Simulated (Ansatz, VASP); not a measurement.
This is a calculation of C for VASP 6.6.1. 

Contents of INCAR:

```
  PREC = Accurate
  ENCUT = 520
  EDIFF = 1E-7
  ISMEAR = 0
  SIGMA = 0.016
  LREAL = False
  LASPH = True
  NELM = 60
  ALGO = Normal
  ISIF = 2
  LWAVE = False
  LCHARG = True
  GGA = PE
  LELF = True
  LVHAR = True
```

The input KPOINTS:

```
Automatic mesh
0
Gamma
  13 13 13
```

POSCAR

```
C
1.0
    0.0000000000      1.7833700000      1.7833700000
    1.7833700000      0.0000000000      1.7833700000
    1.7833700000      1.7833700000      0.0000000000
C
2
Direct
    0.7500000000      0.7500000000      0.7500000000
    0.5000000000      0.5000000000      0.5000000000
```

Potentials or basis: VASP PAW PBE potentials, release 64 (C).

The run is started by

```bash
$ cat potpaw_PBE.64/C/POTCAR > POTCAR
$ mpirun -np 1 vasp_std > vasp.out
```

Problem. Set up the same calculation for Ansatz 0.2.0. Potentials or basis there: Ansatz PAW, cutoff 420 eV.

Solution. As run (cutoffs and basis follow the program's own potentials, and thresholds, step limits or extra output files can differ):

The input input.yaml:

```yaml
crystal:
  lattice:
    - [0.0, 1.78337, 1.78337]
    - [1.78337, 0.0, 1.78337]
    - [1.78337, 1.78337, 0.0]
  atoms:
    - { symbol: C, position: [0.75, 0.75, 0.75] }
    - { symbol: C, position: [0.5, 0.5, 0.5] }
hamiltonian:
  xc: pbe
  pseudopotentials: { kind: paw }
kpoints:
  mp_grid: { grid: [13, 13, 13] }
scf:
  occupations: { method: gaussian, width: 0.016 }
output:
  forces: true
  stress: true
  eigenvalues: true
  write_density: true
  write_potential: true
  elf: true
  volumetric_format: npy
```

Potentials or basis: Ansatz PAW.

Command:

```bash
$ ansatz run input.yaml --threads 2 --pin off --max-ram 5632MiB --backend cpu --events-out ev --progress --plain --runs-dir out
```

Both were run:

|  | VASP | Ansatz |
| --- | --- | --- |
| Pressure | 2.5 GPa | 1.8 GPa |

Ansatz's pressure holds a Pulay term of +1.04 GPa for its cutoff of 420 eV, which the other run lacks.

Where Ansatz's input types no cutoff or centring, it takes its own default and a Γ-centred mesh.

Pressure is positive in compression.
